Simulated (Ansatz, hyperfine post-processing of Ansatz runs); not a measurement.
# Na2ZrCoP4O14: isotropic lines and sites in a paramagnetic 31P spectrum

Calculated values: DFT, PBEsol+U, plane-wave PAW, default files (PAW set soft_2), collinear spin, scalar-relativistic (Ansatz), contact and point-dipole shifts scaled to 330 K with Θ = 0 K (a pure Curie law); spin-only moments, above the ordering temperature.

```
Zr Co P Na O
1.0
     6.62001    0.00000    0.00000
     0.89299    6.57117    0.00000
     0.56345    2.74216    6.39074
Zr Co P Na O
1 1 4 2 14
Direct
  0.00524 0.97496 0.00613
  0.68939 0.77985 0.46417
  0.72795 0.24034 0.56490
  0.49096 0.11661 0.97690
  0.96863 0.53806 0.86195
  0.21718 0.67893 0.45300
  0.53910 0.57541 0.09276
  0.27158 0.17906 0.40147
  0.97280 0.29256 0.01155
  0.37338 0.81586 0.47718
  0.74214 0.48145 0.42100
  0.42281 0.27832 0.07300
  0.02297 0.83642 0.33991
  0.13403 0.53302 0.68521
  0.92318 0.13181 0.69716
  0.03842 0.67693 0.97119
  0.68295 0.95141 0.07786
  0.66682 0.09945 0.45894
  0.31957 0.97741 0.97355
  0.76013 0.63560 0.76973
  0.29390 0.52134 0.35332
  0.54897 0.24839 0.73601
```

31P MAS at 7.05 T (121.6 MHz), 30 kHz, 330 K; contact and dipolar shift alone, no orbital or quadrupolar part; lines under 1.5 % of the strongest are left out. NMR lines, with heights relative to the strongest:

```csv
position (ppm),intensity
-527.8,1.8
-281.1,25
-34.5,100
212.2,16
458.9,6.1
1158.6,3.0
1405.3,34
1651.9,83
1852.1,2.0
1898.6,19
2098.8,15
2145.2,9.2
2345.5,54
2592.1,32
2838.8,15
3085.4,22
3332.1,6.8
3578.8,2.3
4930.3,1.8
5177.0,13
5423.6,54
5670.3,35
5917.0,16
6163.6,21
6410.3,6.1
6657.0,2.0
```

Q: Find the isotropic shifts among the lines and assign them to the P sites.

Sidebands are spaced by 247 ppm (the spinning rate over the resonance of 121.6 MHz). An isotropic line need not be the tallest: it is the area-weighted centre of its own family of sidebands, and the one that stays put when the rate is changed. Isotropic shifts: 5670 ppm for atom 3 (2 Co through links of 134° (1) and 145° (1)), reduced anisotropy 814 ppm; -34 ppm for atom 4 (1 Co through links of 117° (1)), reduced anisotropy 405 ppm; 1652 ppm for atom 5 (1 Co through links of 128° (1)), reduced anisotropy 490 ppm; 2592 ppm for atom 6 (2 Co through links of 124 to 132° (2)), reduced anisotropy 845 ppm. The families' total areas stand as 1:1:1:1; where areas are equal the match rests on the calculation.

[Logs are printed without paths, hosts, clocks, repeated set-up lines and the standing remarks that a program may print on its own settings, such as how far it seeks lower states.]

[Hosts, paths, dates, database ids (printed as entryN), source tags and the programs' standing remarks are cut or masked in the printed files.]
